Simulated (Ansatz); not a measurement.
The reference is GeO₂ (space group P3_121, No. 152).

```
CELL_PARAMETERS angstrom
      4.98872     0.00000     0.00000
     -2.49436     4.32036     0.00000
      0.00000     0.00000     5.67527
ATOMIC_POSITIONS crystal
  Ge 0.45108 0.00000 0.33333
  Ge 0.00000 0.45108 0.66667
  Ge 0.54892 0.54892 0.00000
  O  0.39622 0.30313 0.24343
  O  0.69687 0.09309 0.57676
  O  0.90691 0.60378 0.91010
  O  0.09309 0.69687 0.42324
  O  0.30313 0.39622 0.75657
  O  0.60378 0.90691 0.08990
```

Cartesian axes are those of the cell as printed.

Level of theory: r2SCAN (Ansatz, a quantum-chemistry and plane-wave program; PAW; 500 eV plane waves; scalar-relativistic without spin-orbit coupling).

Before the change:

```
Item                           Value
-------------------  ---------------
Smallest direct gap          4.28 eV
Volume per atom             13.59 Å³
Gap character        indirect, K → Γ
Band gap                     4.22 eV
```

Now apply this change: uniaxial stress, 1 GPa tension along z; all other stress components relax to zero.

How does this affect the smallest direct gap, volume per atom, gap character and band gap?

The smallest direct gap decreases by 0.012 eV, from 4.28 eV to 4.26 eV; the volume per atom grows by 0.06 Å³ (13.59 Å³ → 13.65 Å³); the gap character changes from indirect, K → Γ to indirect, L → Γ; the band gap shrinks by 0.01 eV (4.22 eV → 4.21 eV).

Load acts through the strain it causes; cell and atoms are relaxed under it. Semilocal Kohn–Sham gaps tend to fall short of experiment. Beyond what the load breaks, stability against distortions was not tested.
